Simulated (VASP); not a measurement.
# NbC (Niobocarbide) (Fm-3m) in VASP: a series of runs

Runs on NbC (Niobocarbide). Level: PBEsol. Tasks: relaxation of cell and atoms.

All numbers are computed with VASP 6.6.1; they aren't measurements. Logs are shortened: lines on timing, memory, paths and dates and some standing lists are left out, and cuts for length are marked.

### Step 1. The crystal as given

Symmetry: Fm-3m, No. 225, cubic system. The conventional cell has a = 4.469 Å, b = 4.469 Å, c = 4.469 Å, α = 90.00°, β = 90.00°, γ = 90.00°. Around Nb (site symmetry m-3m) lie 6 C at 2.23 Å. C (site symmetry m-3m) has 6 Nb at 2.23 Å as nearest neighbours.

### Step 2. Relaxation of cell and atoms, PBEsol

Input file INCAR:

```
PREC     = Accurate       # precision mode
ENCUT    = 600            # plane-wave cutoff, eV
EDIFF    = 1E-6           # SCF threshold, eV
ISMEAR   = 1              # smearing method
SIGMA    = 0.1            # smearing width, eV
LREAL    = F              # projectors in reciprocal space
LASPH    = T              # aspherical terms in the spheres
NELM     = 80             # most SCF steps
ALGO     = Normal         # electronic algorithm
ISIF     = 3              # what is computed and relaxed
LWAVE    = F              # write WAVECAR
LCHARG   = F              # write CHGCAR
GGA      = PS             # functional
IBRION   = 2              # ionic algorithm
NSW      = 90             # ionic steps
EDIFFG   = -0.01          # ionic threshold
KPAR     = 2
```

Input file KPOINTS:

```
regular mesh
0
Gamma
  14 14 14
```

Input file POSCAR:

```
NbC
1.0
    0.0000000000      2.2345500000      2.2345500000
    2.2345500000      0.0000000000      2.2345500000
    2.2345500000      2.2345500000      0.0000000000
Nb C
1 1
Direct
    0.0000000000      0.0000000000      0.0000000000
    0.5000000000      0.5000000000      0.5000000000
```

Potentials or basis: VASP PAW PBE potentials, release 64 (Nb_sv, C).

Launch:

```
cat potpaw_PBE.64/Nb_sv/POTCAR potpaw_PBE.64/C/POTCAR > POTCAR
mpirun -np 2 vasp_std > vasp.out
```

OUTCAR:

```text
PREC = Accurate
   ENCUT = 600
   EDIFF = 1E-6
   ISMEAR = 1
   LREAL = F
   LASPH = T
   NELM = 80
   ISIF = 3
   GGA = PS
   IBRION = 2
   NSW = 90
   EDIFFG = -0.01

 ion  position               nearest neighbor table
   1  0.000  0.000  0.000-   2 2.23   2 2.23   2 2.23   2 2.23   2 2.23   2 2.23
   2  0.500  0.500  0.500-   1 2.23   1 2.23   1 2.23   1 2.23   1 2.23   1 2.23

  LATTYP: Found a face centered cubic cell.
 ALAT       =     4.4691000000

  Lattice vectors:

 A1 = (   0.0000000000,   2.2345500000,   2.2345500000)
 A2 = (   2.2345500000,   0.0000000000,   2.2345500000)
 A3 = (   2.2345500000,   2.2345500000,   0.0000000000)

Analysis of symmetry for initial positions (statically):
=====================================================================
 Subroutine PRICEL returns:
 Original cell was already a primitive cell.

 Routine SETGRP: Setting up the symmetry group for a
 face centered cubic supercell.

 Subroutine GETGRP returns: Found 48 space group operations
 (whereof 48 operations were pure point group operations)
 out of a pool of 48 trial point group operations.

The static configuration has the point symmetry O_h .

Analysis of symmetry for dynamics (positions and initial velocities):
=====================================================================
 Subroutine PRICEL returns:
 Original cell was already a primitive cell.

 Routine SETGRP: Setting up the symmetry group for a
 face centered cubic supercell.

 Subroutine GETGRP returns: Found 48 space group operations
 (whereof 48 operations were pure point group operations)
 out of a pool of 48 trial point group operations.

The dynamic configuration has the point symmetry O_h .

 Subroutine INISYM returns: Found 48 space group operations
 (whereof 48 operations are pure point group operations),
 and found     1 'primitive' translations

----------------------------------------------------------------------------------------

                                     Primitive cell

  volume of cell :      22.3152

  direct lattice vectors                    reciprocal lattice vectors
     0.000000000  2.234550000  2.234550000    -0.223758699  0.223758699  0.223758699
     2.234550000  0.000000000  2.234550000     0.223758699 -0.223758699  0.223758699
     2.234550000  2.234550000  0.000000000     0.223758699  0.223758699 -0.223758699

  length of vectors
     3.160130916  3.160130916  3.160130916     0.387561435  0.387561435  0.387561435

  position of ions in fractional coordinates (direct lattice)
     0.000000000  0.000000000  0.000000000
     0.500000000  0.500000000  0.500000000

  ion indices of the primitive-cell ions
   primitive index   ion index
                 1           1
                 2           2

----------------------------------------------------------------------------------------

 KPOINTS: regular mesh

Automatic generation of k-mesh.
 Grid dimensions read from file:
 generate k-points for:   14   14   14

 Generating k-lattice:

  Cartesian coordinates                     Fractional coordinates (reciprocal lattice)
    -0.015982764  0.015982764  0.015982764     0.071428571  0.000000000  0.000000000
     0.015982764 -0.015982764  0.015982764     0.000000000  0.071428571  0.000000000
     0.015982764  0.015982764 -0.015982764     0.000000000  0.000000000  0.071428571

  Length of vectors
     0.027682960  0.027682960  0.027682960

  Shift w.r.t. Gamma in fractional coordinates (k-lattice)
     0.000000000  0.000000000  0.000000000

 Subroutine IBZKPT returns following result:
 ===========================================

 Found    104 irreducible k-points:

 Following reciprocal coordinates:
            Coordinates               Weight
  0.000000  0.000000  0.000000      1.000000
  0.071429  0.000000  0.000000      8.000000
  0.142857  0.000000  0.000000      8.000000
  0.214286  0.000000  0.000000      8.000000
  0.285714  0.000000  0.000000      8.000000
  0.357143  0.000000  0.000000      8.000000
[... 16 lines left out ...]
  0.214286  0.142857  0.000000     24.000000
  0.285714  0.142857  0.000000     24.000000
 [... further k-points ...]
   k-points           NKPTS =    104   k-points in BZ     NKDIM =    104   number of bands    NBANDS=     12
   number of dos      NEDOS =    301   number of ions     NIONS =      2
   total plane-waves  NPLWV =  21952
   dimension x,y,z NGX =    28 NGY =   28 NGZ =   28
   dimension x,y,z NGXF=    56 NGYF=   56 NGZF=   56
   ions per type =               1   1
   NGX,Y,Z   is equivalent  to a cutoff of  14.73, 14.73, 14.73 a.u.
   NGXF,Y,Z  is equivalent  to a cutoff of  29.46, 29.46, 29.46 a.u.
 SYSTEM =  unknown system
   PREC   = accura    normal or accurate (medium, high low for compatibility)
   ISTART =      0    job   : 0-new  1-cont  2-samecut
   ICHARG =      2    charge: 1-file 2-atom 10-const
   ISPIN  =      1    spin polarized calculation?
   LNONCOLLINEAR =      F non collinear calculations
   LSORBIT =      F    spin-orbit coupling
   LASPH  =      T    aspherical Exc in radial PAW
   ENCUT  =  600.0 eV  44.10 Ry    6.64 a.u.   6.31  6.31  6.31*2*pi/ulx,y,z
   NELM   =     80;   NELMIN=  2; NELMDL= -5     # of ELM steps
   EDIFF  = 0.1E-05   stopping-criterion for ELM
   LREAL  =      F    real-space projection
   EDIFFG = -.1E-01   stopping-criterion for IOM
   NSW    =     90    number of steps for IOM
   IBRION =      2    ionic relax: 0-MD 1-quasi-New 2-CG
   NFREE  =      1    steps in history (QN), initial steepest desc. (CG)
   ISIF   =      3    stress and relaxation
   ISYM   =      2    0-nonsym 1-usesym 2-fastsym
   POTIM  = 0.5000    time-step for ionic-motion
   TEBEG  =    0.0;   TEEND  =   0.0 temperature during run
   PSTRESS=    0.0 pullay stress
   NELECT =      17.0000    total number of electrons
   NUPDOWN=      -1.0000    fix difference up-down
   EMIN   =  10.00;   EMAX   =-10.00  energy-range for DOS
   EFERMI =   0.00;   METHOD = LEGACY
   ISMEAR =     1;   SIGMA  =   0.10  broadening in eV -4-tet -1-fermi 0-gaus
   EFERMI_NEDOS =   21; number of points for ismear=-14 and -15
   IALGO  =     38    algorithm
   IMIX   =      4    mixing-type and parameters
     AMIX     =   0.40;   BMIX     =  1.00
     AMIX_MAG =   1.60;   BMIX_MAG =  1.00
  volume/ion in A,a.u.               =      11.16        75.30
  Fermi-wavevector in a.u.,A,eV,Ry     =   1.495172  2.825465 30.416346  2.235538
  Thomas-Fermi vector in A             =   2.607351
   LORBIT       =      0    0 simple, 1 ext, 2 COOP (PROOUT), +10 PAW based schemes
   GGA     = PS    functional components
   LHFCALC =     F    Hartree Fock is set to
   AEXX    =    0.0000 exact exchange contribution
   IVDW    =     0    specifies the selected vdW correction
   LEPSILON=     F    determine dielectric tensor
   LRPA    =     F    only Hartree local field effects (RPA)
 conjugate gradient relaxation of ions
 non-spin polarized calculation
 Methfessel and Paxton  Order N= 1 SIGMA  =   0.10
  energy-cutoff  :      600.00
  volume of cell :       22.32
 maximum number of plane-waves:       758
 NGX is ok and might be reduce to    28
   NGX = 13   NGY = 13   NGZ = 13

--------------------------------------- Ionic step        1  -------------------------------------------

 number of electron      17.0000001 magnetization

 Free energy of the ion-electron system (eV)
  ---------------------------------------------------
  ext. energy  EPLUGINS =         0.00000000
  ---------------------------------------------------
  free energy    TOTEN  =       -21.85515957 eV

  energy without entropy =      -21.85429437  energy(sigma->0) =      -21.85487117

------------------------ aborting loop because EDIFF is reached ----------------------------------------

  FORCE on cell =-STRESS in cart. coord.  units (eV):
  Direction    XX          YY          ZZ          XY          YZ          ZX
  --------------------------------------------------------------------------------------
  -------------------------------------------------------------------------------------
  Total       -0.6331800     -0.6331800     -0.6331800      0.0000000      0.0000000     -0.0000000
  in kB      -45.4608470    -45.4608470    -45.4608470      0.0000000      0.0000000     -0.0000000
  external PRESSURE =     -45.4608470 kB  Pullay stress =       0.0000000 kB
[... 57 lines left out ...]
  energy  without entropy=      -21.8362415483  energy(sigma->0) =      -21.83686220

--------------------------------------- Ionic step        3  -------------------------------------------

 number of electron      17.0000001 magnetization

 Free energy of the ion-electron system (eV)
  ---------------------------------------------------
  ext. energy  EPLUGINS =         0.00000000
  ---------------------------------------------------
  free energy    TOTEN  =       -21.85973293 eV

  energy without entropy =      -21.85884312  energy(sigma->0) =      -21.85943633

 E-fermi :  12.7557     XC(G=0): -13.3017

 val. band max:       12.6515288501   @ k =   0.1429   0.0714   0.0000
 cond. band min:      12.7611686731   @ k =  -0.2143   0.2143   0.0714
 fundamental gap:      0.1096398229
 Fermi energy:        12.7556586982

 k-point     1 :       0.0000    0.0000    0.0000
  band No.  band energies     occupation
      1     -42.9259      2.00000
      2     -18.6510      2.00000
      3     -18.6510      2.00000
      4     -18.6510      2.00000
      5      -0.8312      2.00000
      6      11.3225      2.00000
      7      11.3225      2.00000
      8      11.3225      2.00000
      9      12.4584      2.00022
     10      12.4584      2.00022
     11      12.4584      2.00022
     12      13.0413     -0.00041
[... 331 lines left out ...]
 k-point    24 :       0.2857    0.1429    0.0000
  band No.  band energies     occupation
      1     -42.8572      2.00000
      2     -19.1006      2.00000
      3     -18.7621      2.00000
      4     -18.7469      2.00000
      5       0.7112      2.00000
      6       7.3859      2.00000
      7       8.9628      2.00000
      8       9.5965      2.00000
      9      11.5245      2.00000
     10      13.8473     -0.00000
     11      14.8954      0.00000
     12      16.4304      0.00000

 [... further k-points ...]

------------------------ aborting loop because EDIFF is reached ----------------------------------------

  FORCE on cell =-STRESS in cart. coord.  units (eV):
  Direction    XX          YY          ZZ          XY          YZ          ZX
  --------------------------------------------------------------------------------------
  -------------------------------------------------------------------------------------
  Total       -0.0098388     -0.0098388     -0.0098388     -0.0000000      0.0000000     -0.0000000
  in kB       -0.7165885     -0.7165885     -0.7165885     -0.0000000      0.0000000     -0.0000000
  external PRESSURE =      -0.7165885 kB  Pullay stress =       0.0000000 kB
[... 17 lines left out ...]
  FREE ENERGIE OF THE ION-ELECTRON SYSTEM (eV)
  ---------------------------------------------------
  free  energy   TOTEN  =       -21.8597329320 eV

  energy  without entropy=      -21.8588431248  energy(sigma->0) =      -21.85943633

 reached required accuracy - stopping structural energy minimisation
```

It took 46 s on 2 MPI ranks of Intel Xeon Platinum 8488C (Sapphire Rapids), shared host; peak memory 0.17 GiB.

Results:

* Free energy: -21.8597 eV
* Relaxed volume: 11.00 Å³/atom
* Relaxed cell: a = 3.145 Å, b = 3.145 Å, c = 3.145 Å, α = 60.00°, β = 60.00°, γ = 60.00°
* Space group after relaxing (to 0.05 Å): Fm-3m (No. 225)
* Energy gained by relaxing: 2.3 meV/atom
* Ionic steps: 3
* Pressure after relaxing: -0.1 GPa
* Band gap on the k mesh: none (metal or under the smearing width)

The path:
```
step  energy change (eV)  largest force (eV/Å)  pressure (GPa)  volume (Å³)
   1              0.0000                0.0000           -4.55        22.32
   2              0.0180                0.0000           10.80        21.31
   3             -0.0046                0.0000           -0.07        22.00
```

Final structure:
```
CELL_PARAMETERS angstrom
0.00000 2.22392 2.22392
2.22392 0.00000 2.22392
2.22392 2.22392 0.00000
ATOMIC_POSITIONS crystal
Nb 0.00000 0.00000 0.00000
C 0.50000 0.50000 0.50000
```

Levels at points of the mesh, in eV from the Fermi level:
| k point | band 7 | band 8 | band 9 | band 10 | band 11 | band 12 |
| --- | --- | --- | --- | --- | --- | --- |
| (0.00, 0.00, 0.00) | -1.43 | -1.43 | -0.30 | -0.30 | -0.30 | 0.29 |
| (0.50, 0.00, 0.00) | -5.28 | -5.28 | 2.13 | 2.13 | 3.58 | 5.69 |
| (0.50, 0.50, 0.00) | -3.94 | -1.38 | -1.38 | 1.97 | 3.26 | 3.26 |

Caveat: the PAW data sets were made with another functional, which shifts forces and pressure a little.

### Step 3. Relaxation of cell and atoms, PBEsol

This run uses another cell than the first one, of 11.00 Å³/atom, 0.986 times its volume.

Changes to INCAR since step 2:

```diff
@@ -2,3 +2,3 @@
 ENCUT    = 600            # plane-wave cutoff, eV
-EDIFF    = 1E-6           # SCF threshold, eV
+EDIFF    = 1E-7           # SCF threshold, eV
 ISMEAR   = 1              # smearing method
@@ -15,3 +15,3 @@
 NSW      = 90             # ionic steps
-EDIFFG   = -0.01          # ionic threshold
+EDIFFG   = -0.005         # ionic threshold
 KPAR     = 2
```

KPOINTS is that of step 2.

Input file POSCAR:

```
NbC                                     
1.0
    0.0000000000      2.2239155352      2.2239155352
    2.2239155352      0.0000000000      2.2239155352
    2.2239155352      2.2239155352      0.0000000000
  Nb              C             
     1     1
Direct
     0.0000000000000000    0.0000000000000000    0.0000000000000000
     0.5000000000000000    0.5000000000000000    0.5000000000000000
```

Potentials or basis: VASP PAW PBE potentials, release 64 (Nb_sv, C).

Launch:

```
cat potpaw_PBE.64/Nb_sv/POTCAR potpaw_PBE.64/C/POTCAR > POTCAR
mpirun -np 2 vasp_std > vasp.out
```

Run time: 22 s. Hardware: 2 MPI ranks of Intel Xeon Platinum 8488C (Sapphire Rapids), shared host; peak memory 0.17 GiB.

Results (log left out):

```yaml
Free_energy: -21.8593 eV
Pressure_after_relaxing: 0.0 GPa
Band_gap_on_the_k_mesh: none (metal or under the smearing width)
```

Final structure:
```cif
data_structure
_symmetry_space_group_name_H-M 'P 1'
_symmetry_Int_Tables_number 1
_cell_length_a 3.1451
_cell_length_b 3.1451
_cell_length_c 3.1451
_cell_angle_alpha 60.000
_cell_angle_beta 60.000
_cell_angle_gamma 60.000
_cell_volume 22.00
loop_
_atom_site_label
_atom_site_type_symbol
_atom_site_fract_x
_atom_site_fract_y
_atom_site_fract_z
_atom_site_occupancy
Nb1 Nb 0.00000 0.00000 0.00000 1
C1 C 0.50000 0.50000 0.50000 1
```

Levels at points of the mesh, in eV from the Fermi level:
| k point | band 5 | band 6 | band 7 | band 8 | band 9 | band 10 | band 11 | band 12 |
| --- | --- | --- | --- | --- | --- | --- | --- | --- |
| (0.00, 0.00, 0.00) | -13.59 | -1.43 | -1.43 | -1.43 | -0.30 | -0.30 | -0.30 | 0.29 |
| (0.50, 0.00, 0.00) | -9.78 | -7.77 | -5.28 | -5.28 | 2.13 | 2.13 | 3.58 | 5.69 |
| (0.50, 0.50, 0.00) | -12.23 | -4.38 | -3.94 | -1.38 | -1.38 | 1.97 | 3.26 | 3.26 |

Caveat: the relaxation stopped at its first step, so nothing moved; the PAW data sets were made with another functional, which shifts forces and pressure a little.

### Step 4. Relaxation of cell and atoms, PBEsol

Input file INCAR:

```
  ALGO = Normal
  EDIFF = 1E-6
  EDIFFG = -0.01
  ENCUT = 600
  GGA = PS
  IBRION = 2
  ISIF = 3
  ISMEAR = 1
  LASPH = True
  LCHARG = False
  LREAL = False
  LWAVE = False
  NELM = 80
  NSW = 90
  PREC = Accurate
  SIGMA = 0.1
```

Input file KPOINTS:

```
k-points
0
Gamma
  14 14 14
```

Input file POSCAR:

```
NbC
1.0
    0.0000000000      2.2345500000      2.2345500000
    2.2345500000      0.0000000000      2.2345500000
    2.2345500000      2.2345500000      0.0000000000
Nb C
1 1
Direct
    0.0000000000      0.0000000000      0.0000000000
    0.5000000000      0.5000000000      0.5000000000
```

Launch:

```
cat potpaw_PBE.64/Nb_sv/POTCAR potpaw_PBE.64/C/POTCAR > POTCAR
mpirun -np 1 vasp_std > vasp.out
```

Wall time 48 s (1 thread of Intel Xeon 6975P-C (Granite Rapids), shared host); peak memory 0.19 GiB.

Results (log left out):

```yaml
Free_energy: -21.8597 eV
Relaxed_volume: 11.00 Å³/atom
Relaxed_cell: a = 3.145 Å, b = 3.145 Å, c = 3.145 Å, α = 60.00°, β = 60.00°, γ = 60.00°
Space_group_after_relaxing_to_0.05_Å: Fm-3m (No. 225)
Energy_gained_by_relaxing: 2.3 meV/atom
Ionic_steps: 3
Pressure_after_relaxing: -0.1 GPa
Band_gap_on_the_k_mesh: none (metal or under the smearing width)
```

The path:
```tsv
step	energy change (eV)	largest force (eV/Å)	pressure (GPa)	volume (Å³)
1	0.0000	0.0000	-4.55	22.32
2	0.0180	0.0000	10.80	21.31
3	-0.0046	0.0000	-0.07	22.00
```

Final structure:
```
Nb C
1.0
     0.00000    2.22392    2.22392
     2.22392    0.00000    2.22392
     2.22392    2.22392    0.00000
Nb C
1 1
Direct
  0.00000 0.00000 0.00000
  0.50000 0.50000 0.50000
```

Levels at points of the mesh, in eV from the Fermi level:
```csv
k point,band 5,band 6,band 7,band 8,band 9,band 10,band 11,band 12
"(0.00, 0.00, 0.00)",-13.59,-1.43,-1.43,-1.43,-0.30,-0.30,-0.30,0.29
"(0.50, 0.00, 0.00)",-9.78,-7.77,-5.28,-5.28,2.13,2.13,3.58,5.69
"(0.50, 0.50, 0.00)",-12.23,-4.38,-3.94,-1.38,-1.38,1.97,3.26,3.26
```

Caveat: the PAW data sets were made with another functional, which shifts forces and pressure a little.

### Step 5. Relaxation of cell and atoms, PBEsol

This run uses another cell than the first one, of 11.00 Å³/atom, 0.986 times its volume.

Changes to INCAR since step 4:

```diff
@@ -1,4 +1,4 @@
   ALGO = Normal
-  EDIFF = 1E-6
-  EDIFFG = -0.01
+  EDIFF = 1E-7
+  EDIFFG = -0.005
   ENCUT = 600
```

KPOINTS is that of step 4.

Input file POSCAR:

```
NbC                                     
1.0
    0.0000000000      2.2239155358      2.2239155358
    2.2239155358     -0.0000000000      2.2239155358
    2.2239155358      2.2239155358      0.0000000000
  Nb              C             
     1     1
Direct
     0.0000000000000000    0.0000000000000000    0.0000000000000000
     0.5000000000000000    0.5000000000000000    0.5000000000000000
```

Launch:

```
cat potpaw_PBE.64/Nb_sv/POTCAR potpaw_PBE.64/C/POTCAR > POTCAR
mpirun -np 1 vasp_std > vasp.out
```

It took 23 s on 1 thread of Intel Xeon 6975P-C (Granite Rapids), shared host; peak memory 0.18 GiB.

Results (log left out):

```yaml
Free_energy: -21.8593 eV
Pressure_after_relaxing: 0.0 GPa
Band_gap_on_the_k_mesh: none (metal or under the smearing width)
```

Final structure:
```
CELL_PARAMETERS angstrom
0.00000 2.22392 2.22392
2.22392 0.00000 2.22392
2.22392 2.22392 0.00000
ATOMIC_POSITIONS crystal
Nb 0.00000 0.00000 0.00000
C 0.50000 0.50000 0.50000
```

Levels at points of the mesh, in eV from the Fermi level:
```tsv
k point	band 6	band 7	band 8	band 9	band 10	band 11	band 12
(0.00, 0.00, 0.00)	-1.43	-1.43	-1.43	-0.30	-0.30	-0.30	0.29
(0.50, 0.00, 0.00)	-7.77	-5.28	-5.28	2.13	2.13	3.58	5.69
(0.50, 0.50, 0.00)	-4.38	-3.94	-1.38	-1.38	1.97	3.26	3.26
```

Caveat: the relaxation stopped at its first step, so nothing moved; the PAW data sets were made with another functional, which shifts forces and pressure a little.
